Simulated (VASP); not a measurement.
# Ti₃Al: molecular dynamics with a thermostat, by thermostat

Ti₃Al, P6_3/mmc (no. 194), 8 atoms in the cell. PBEsol, molecular dynamics; PAW potentials Ti, Al (PBE set).

| Thermostat | Mean temperature (K) | Rise of the mean potential energy above the start (meV/atom) | Electronic steps per ionic step after the first | Time (s) |
|---|---|---|---|---|
| none (NVE) | 418 | 43.1 | 4.0 | 632 |
| velocity scaling every step | 800 | 92.6 | 4.0 | 565 |
| Nose-Hoover, SMASS 0 | 807 | 96.3 | 4.0 | 571 |
| Nose-Hoover, SMASS 5 | 1116 | 127.6 | 4.0 | 576 |
| Andersen, probability 0.2 | 774 | 117.5 | 6.9 | 858 |
| Andersen, probability 0.01 | 555 | 59.6 | 4.2 | 584 |
| Langevin, friction 1/ps | 501 | 55.0 | 4.0 | 633 |
| Langevin on one species | 657 | 75.1 | 6.0 | 777 |
| Nose-Hoover chain of 3, period 40 steps | 836 | 91.8 | 4.0 | 566 |
| Nose-Hoover chain of 1, period 40 steps | 878 | 96.5 | 4.0 | 567 |
| CSVR, period 20 steps | 712 | 76.6 | 4.0 | 574 |

Limits: 538 fs of 8 atoms are too short for converged averages; the cell is only 4.7 Å across, so each atom moves in step with near copies of itself.

## Input of the first row

INCAR:
```
SYSTEM = Ti3Al
ALGO = Fast
ANDERSEN_PROB = 0.0
EDIFF = 1E-5
ENCUT = 240
GGA = PS
IBRION = 0
ISIF = 2
ISMEAR = -1
ISYM = 0
KPAR = 4
LASPH = .TRUE.
LCHARG = .FALSE.
LREAL = Auto
LWAVE = .FALSE.
MDALGO = 1
NELM = 60
NELMIN = 4
NSW = 269
POTIM = 2.0
PREC = Normal
RANDOM_SEED = 361209 0 0
SIGMA = 0.069
TEBEG = 800
TEEND = 800
```

KPOINTS:
```
k-points
0
Gamma
  3 3 3
```

POSCAR:
```
Ti3Al
1.0
    5.7640000000      0.0000000000      0.0000000000
   -2.8820000000      4.9917704274      0.0000000000
    0.0000000000      0.0000000000      4.6640000000
Ti Al
6 2
Direct
    0.1667000000      0.3334000000      0.7500000000
    0.3334000000      0.1667000000      0.2500000000
    0.1667000000      0.8333000000      0.7500000000
    0.8333000000      0.6666000000      0.2500000000
    0.6666000000      0.8333000000      0.7500000000
    0.8333000000      0.1667000000      0.2500000000
    0.6666666667      0.3333333333      0.7500000000
    0.3333333333      0.6666666667      0.2500000000
```

Commands:
```
cat potpaw_PBE.64/Ti/POTCAR potpaw_PBE.64/Al/POTCAR > POTCAR
mpirun -np 4 vasp_std > vasp.out
```

Changes of the last row against the first:
```
- MDALGO = 1
- ANDERSEN_PROB = 0.0
+ MDALGO = 5
+ CSVR_PERIOD = 20
```

VASP 6.6.1 took 632 s on 4 cores (Intel Xeon Platinum 8259CL @ 2.50GHz (Skylake/Cascade Lake)), a shared host.
